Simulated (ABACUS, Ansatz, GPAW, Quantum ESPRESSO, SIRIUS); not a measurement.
# One calculation of Cu, 5 ways

```xyz
2
Lattice="1.2185 -3.9764 0.0000 1.2185 3.9764 0.0000 0.0000 0.0000 2.4755" Properties=species:S:1:pos:R:3 pbc="T T T"
Cu    1.2185   -2.9118    1.8566
Cu    1.2185    2.9118    0.6189
```

This isn't the form of Cu at room conditions, which is fcc.

Alike in all runs: task single point; functional PBEsol; k mesh 11 × 11 × 11; occupations fermi-dirac, width 0.05 eV; no spin polarisation; no spin-orbit coupling. Pressure is positive in compression and, in plane waves, holds the error of the finite cutoff.

```csv
program and potentials,plane-wave cutoff (eV),notes,pressure (GPa)
"Quantum ESPRESSO, GBRV 1.5 PBEsol",762,19 valence electrons an atom on average,?
"ABACUS, PseudoDojo NC SR 0.4.1 PBEsol standard, plane waves",1252,19 valence electrons an atom on average,-1.74
"SIRIUS, PseudoDojo 0.4.1 PBEsol standard (scalar relativistic)",1254,19 valence electrons an atom on average,-1.73
"GPAW, PAW data sets generated for this functional",600,11 valence electrons an atom on average; this data set often lies off other programs,0.28
"Ansatz, all-electron LAPW, scalar-relativistic",-,-,-1.53
```

Estimate from the other rows what the run with Quantum ESPRESSO, GBRV 1.5 PBEsol gave.

Pressure -1.48 GPa. The other rows, which needn't bracket it: pressure -1.74 to 0.28.
